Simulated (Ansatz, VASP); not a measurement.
**Two plane-wave programs on Re**

INCAR

```
ALGO = Fast
EDIFF = 1E-6
ENCUT = 520
GGA = PS
ISIF = 2
ISMEAR = 0
LASPH = True
LCHARG = False
LREAL = False
LWAVE = False
NBANDS = 10
NELM = 100
PREC = Accurate
SIGMA = 0.1
```

The input KPOINTS:

```
k-points
0
Gamma
  28 28 28
```

Contents of POSCAR:

```
Re
1.0
    0.0000000000      1.9403324167      1.9403324167
    1.9403324167      0.0000000000      1.9403324167
    1.9403324167      1.9403324167      0.0000000000
Re
1
Direct
    0.0000000000      0.0000000000      0.0000000000
```

Input for Ansatz:

```yaml
crystal:
  lattice:
    - [0.0, 1.9403324167, 1.9403324167]
    - [1.9403324167, 0.0, 1.9403324167]
    - [1.9403324167, 1.9403324167, 0.0]
  atoms:
    - { symbol: Re, position: [0.0, 0.0, 0.0] }
basis:
  ecutwfc: 420
kpoints:
  mp_grid: { grid: [28, 28, 28] }
hamiltonian:
  xc: pbesol
  pseudopotentials: { kind: paw, azcp: { folder: soft_1 } }
scf:
  occupations: { method: gaussian, width: 0.1 }
output:
  forces: true
  stress: true
  eigenvalues: true
```

Alike in both runs: task single point; functional PBEsol; k mesh 28 × 28 × 28; occupations gaussian, width 0.1 eV; no spin polarisation.

```csv
,VASP,Ansatz
version,VASP 6.6.1,Ansatz 0.2.0
potentials or method,"VASP PAW PBE potentials, release 64 (Re)","scalar-relativistic, plane waves, PAW"
plane-wave cutoff (eV),520,420
valence electrons in the cell,7,15
```

```csv
,VASP,Ansatz,Ansatz less VASP
gap on the k mesh at the Fermi level (eV),none,none,-
pressure (GPa),-0.3,-0.2,+0.11
```

A gap of «none» marks a metal or a gap that the smearing closes. The two sets of potentials don't hold the same shells in valence. Ansatz warned: «pseudo_functional_mismatch».

Caveats: the PAW data sets were made with another functional, which shifts forces and pressure a little (VASP). Spin-orbit coupling is left out, which matters for the levels of Re.
